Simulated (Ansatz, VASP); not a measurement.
**One calculation of Au, two programs**

```
Au
1.0
     1.47320   -2.47750   -0.01596
     1.47320    2.47750   -0.01596
    -1.43278    0.00000    2.49667
Au
1
Direct
  0.00000 0.00000 0.00000
```

Alike in both runs: functional PBE; k mesh 24 × 24 × 22; occupations gaussian, width 0.1 eV; no spin polarisation.

Ansatz relaxed the structure, and its values are those at the end. VASP's run is a single point on that final structure, the one shown.

|  | VASP | Ansatz |
| --- | --- | --- |
| version | VASP 6.6.1 | Ansatz 0.2.0 |
| potentials or method | VASP PAW PBE potentials, release 64 (Au) | scalar-relativistic, plane waves, PAW |
| plane-wave cutoff (eV) | 520 | 420 |
| valence electrons in the cell | 11 | 19 |

Ansatz gave:

```
gap on the k mesh at the Fermi level (eV) : none
pressure (GPa)                            : 0.0
```

Q: Estimate VASP's values.

A: gap on the k mesh at the Fermi level (eV): none; pressure (GPa): -0.2.

A gap of «none» marks a metal or a gap that the smearing closes. The two sets of potentials don't hold the same shells in valence.

Spin-orbit coupling is left out, which matters for the levels of Au.
